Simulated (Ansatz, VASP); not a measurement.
**MoH3: VASP beside Ansatz**

```
CELL_PARAMETERS angstrom
2.90690 0.00000 0.00000
0.00000 2.90690 0.00000
0.00000 0.00000 2.90690
ATOMIC_POSITIONS crystal
H 0.00000 0.50000 0.50000
H 0.50000 0.00000 0.50000
H 0.50000 0.50000 0.00000
Mo 0.00000 0.00000 0.00000
```

Change from the starting cell: species swapped into the Ti3Ag type (P4/mmm, No. 123).

Alike in both runs: task single point; functional PBE; k mesh 6 × 6 × 6; occupations gaussian, width 0.1 eV; collinear spin.

|  | VASP | Ansatz |
| --- | --- | --- |
| version | VASP 6.6.1 | Ansatz 0.2.0 |
| potentials or method | VASP PAW PBE potentials, release 64 (H, Mo_sv) | scalar-relativistic, plane waves, PAW |
| plane-wave cutoff (eV) | 520 | 420 |
| valence electrons in the cell | 17 | 17 |

```csv
,VASP,Ansatz,Ansatz less VASP
gap on the k mesh at the Fermi level (eV),none,none,-
pressure (GPa),3.7,3.6,-0.09
net moment per atom (μB),0.33,0.33,0.000
size of the moment on the site where the two differ most (μB),1.22,0.76,-0.460
```

Site moments also hang on the region over which each program counts them. A gap of «none» marks a metal or a gap that the smearing closes.

Caveats: the k mesh is coarse (spacing up to 0.36 Å⁻¹), so the values aren't converged.
